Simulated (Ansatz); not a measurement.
TlBr, DFT, PBEsol, all-electron LAPW, scalar-relativistic (Ansatz 0.2.0), run on 1 thread of Arm Neoverse V2 on a shared host.

The cell is COD entry 9008793, as deposited and not checked against the literature; nothing was relaxed. It is an old determination, and later ones may differ.

Command: `ansatz run input.yaml --threads 1 --pin off --max-ram 2048MiB --backend cpu --events-out ev --progress --plain --runs-dir out`

```yaml
crystal:
  lattice:
    - [3.97, 0.0, 0.0]
    - [0.0, 3.97, 0.0]
    - [0.0, 0.0, 3.97]
  atoms:
    - { symbol: Tl, position: [0.0, 0.0, 0.0] }
    - { symbol: Br, position: [0.5, 0.5, 0.5] }
kpoints:
  mp_grid: { grid: [8, 8, 8] }
  band_path:
    path:
      - [0.0, 0.0, 0.0]
      - [0.0, 0.5, 0.0]
      - [0.5, 0.5, 0.0]
      - [0.0, 0.0, 0.0]
      - [0.5, 0.5, 0.5]
      - [0.0, 0.5, 0.0]
      - [0.5, 0.5, 0.5]
      - [0.5, 0.5, 0.0]
    npoints: 5
scf:
  occupations: { method: fermi_dirac, width: 0.03 }
hamiltonian:
  xc: pbesol
  pseudopotentials: { kind: all_electron, lapw: { basis_error: 0.001 } }
output:
  forces: true
  stress: true
  eigenvalues: true
```

Task: How large is the problem that the program sets up?

Result: 35 irreducible k-points, 251 plane waves at Γ, 36 bands.

Task: About how long does it take, and how much memory does it use?

Result: 12 s of wall time for 9 SCF iterations, with a peak of 0.3 GiB. Times on shared machines scatter by tens of per cent.

Task: And the same cell and mesh by frozen-core PAW, asked for forces, stress, eigenvalues, efg and the same band path, on the same hardware?

Result: 4.4 s, peak memory 0.37 GiB.
